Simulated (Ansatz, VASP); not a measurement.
**Two plane-wave programs on BN**

```xyz
8
Lattice="1.6438 -4.7155 0.0000 1.6438 4.7155 0.0000 -1.1929 0.0000 4.1817" Properties=species:S:1:pos:R:3 pbc="T T T"
B     1.6449    0.6226    0.0008
B     1.0485   -0.6226    2.0917
B     0.6317    1.8259    2.0567
B     0.0352   -1.8259    4.1475
N     0.9105    1.8513    3.5159
N     1.5070   -1.8513    1.4251
N     1.0828    0.6219    1.3427
N     0.4863   -0.6219    3.4336
```

The cell comes from a database or a generator and needn't be the stable form of this composition.

Alike in both runs: task single point; functional LDA; k mesh 6 × 6 × 4; no spin polarisation.

|  | VASP | Ansatz |
| --- | --- | --- |
| version | VASP 6.6.1 | Ansatz 0.2.0 |
| potentials or method | VASP PAW LDA potentials, release 64 (B, N) | plane waves, PAW |
| plane-wave cutoff (eV) | 520 | 463 |
| occupations | gaussian, width 0.01 eV | fixed |
| valence electrons in the cell | 32 | 32 |

|  | VASP | Ansatz | Ansatz less VASP |
| --- | --- | --- | --- |
| gap on the k mesh at the Fermi level (eV) | 3.41 | 3.43 | +0.013 |

A k mesh can miss the band edges. LDA gaps usually lie below the measured ones, often by a third to a half.
